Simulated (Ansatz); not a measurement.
Input for Ansatz (plane-wave DFT, PAW):

```yaml
crystal:
  lattice:
    - [0.0, 2.812087312, 2.812087312]
    - [2.812087312, 0.0, 2.812087312]
    - [2.812087312, 2.812087312, 0.0]
  atoms:
    - { symbol: Al, position: [0.0, 0.0, 0.0] }
    - { symbol: As, position: [0.75, 0.75, 0.75] }
basis:
  ecutwfc: 420
kpoints:
  mp_grid: { grid: [8, 8, 8] }
hamiltonian:
  xc: pbe
scf:
  occupations: { method: gaussian, width: 0.02 }
output:
  forces: true
  stress: true
  eigenvalues: true
```

Launched with
```bash
ansatz run input.yaml --threads 1 --pin off --max-ram 1331MiB --backend cpu --events-out ev --progress --plain --runs-dir out
```

Level of theory: Ansatz 0.2.0, DFT PBE, scalar-relativistic, plane waves, PAW.

Abridged output (iterations and final results):

```
SCF iter   1: F=—  HF=-5394.583863 eV  |F-HF|=—  |Δ(HF+E_count)|=         —  Δρ=1.57e-3  dr2=1.98e-3  ethr=1.77e-3  ⟨swp⟩=6.0  Hψ=2347  notcnv=0
SCF iter   2: F=—  HF=-5394.583202 eV  |F-HF|=—  |Δ(HF+E_count)|=   6.61e-4  Δρ=4.64e-4  dr2=8.73e-5  ethr=1.10e-5  ⟨swp⟩=2.1  Hψ=813  notcnv=0
SCF iter   3: F=—  HF=-5394.583205 eV  |F-HF|=—  |Δ(HF+E_count)|=   3.77e-6  Δρ=1.90e-4  dr2=1.05e-5  ethr=4.85e-7  ⟨swp⟩=2.1  Hψ=487  notcnv=0
SCF iter   4: F=-5394.583216 eV  HF=-5394.583216 eV  |F-HF|=1.02e-7  |Δ(HF+E_count)|=   1.06e-5  Δρ=1.79e-5  dr2=7.04e-8  ethr=5.84e-8  ⟨swp⟩=2.0  Hψ=493  notcnv=0
SCF iter   5: F=-5394.583216 eV  HF=-5394.583216 eV  |F-HF|=2.89e-9  |Δ(HF+E_count)|=   1.19e-7  Δρ=1.80e-6  dr2=1.57e-9  ethr=3.91e-10  ⟨swp⟩=2.4  Hψ=599  notcnv=0
SCF iter   6: F=-5394.583216 eV  HF=-5394.583216 eV  |F-HF|=3.06e-10  |Δ(HF+E_count)|=  5.77e-10  Δρ=6.22e-7  dr2=1.59e-10  ethr=8.71e-12  ⟨swp⟩=1.0  Hψ=1131  notcnv=0
SCF 1 converged in 6 iterations: F = -5394.583216 eV  dr2 = 1.59e-10
SCF converged after 6 iterations
Free energy (F): -5394.583216 eV
Harris-Foulkes:  -5394.583216 eV  (|F-HF|=3.06e-10)
Internal energy: -5394.583216 eV  (E = F + TS)
E sigma→0 (E₀):  -5394.583216 eV
Fermi energy:    7.287704 eV
--- Per-component energies (eV) ---
  E_band       = -262.817830
  E_kinetic    = 127.396712
  E_local      = -2098.493392  (includes V_loc(G=0)·N_el)
  E_nonlocal   = -659.879540
  E_hartree    = 1124.676720
  E_xc         = -119.380883
  E_vxc        = -108.810046  (∫ρ·V_xc dr)
  E_paw        = -2303.082924  (= ΣΔE_a)
  E_vpaw       = 227.614369  (= ΣTr[D̂ρ^β])
  E_aug_tail   = 0.000004  (compensation charges beyond the density's cutoff)
  E_ewald      = -1465.819914
  E_smearing   =  0.000000  (= −TS)
--- Forces (eV/Å), atoms counted from 1 ---
  atom   1  Al     0.00000000     0.00000000     0.00000000
  atom   2  As     0.00000000     0.00000000     0.00000000
--- Stress (GPa, compression-positive) ---
        4.170157       0.000000       0.000000
        0.000000       4.170157       0.000000
        0.000000       0.000000       4.170157
  P = ⅓ Tr σ = 4.1702 GPa (41.702 kbar)
--- Band table (eV; the first three rows and the last of 29) ---
  k-point 0: bands = ["-27.7854", "-27.7854", "-27.7854", "-27.7741", "-27.7741", "-5.3915", "6.5824", "6.5824", "6.5824", "8.7916", "10.9200", "10.9200", "10.9200"]
  k-point 1: bands = ["-27.7854", "-27.7853", "-27.7853", "-27.7740", "-27.7740", "-5.2350", "5.1568", "6.4191", "6.4191", "9.5042", "11.2064", "11.2064", "11.3550"]
  k-point 2: bands = ["-27.7852", "-27.7849", "-27.7849", "-27.7740", "-27.7740", "-4.7998", "3.1686", "6.0974", "6.0974", "9.2895", "11.5441", "11.5441", "13.1568"]
  k-point 28: bands = ["-27.7851", "-27.7846", "-27.7833", "-27.7743", "-27.7735", "-3.3298", "1.4539", "3.3388", "3.7035", "10.9178", "12.3348", "12.3700", "12.6717"]
```

The run converged.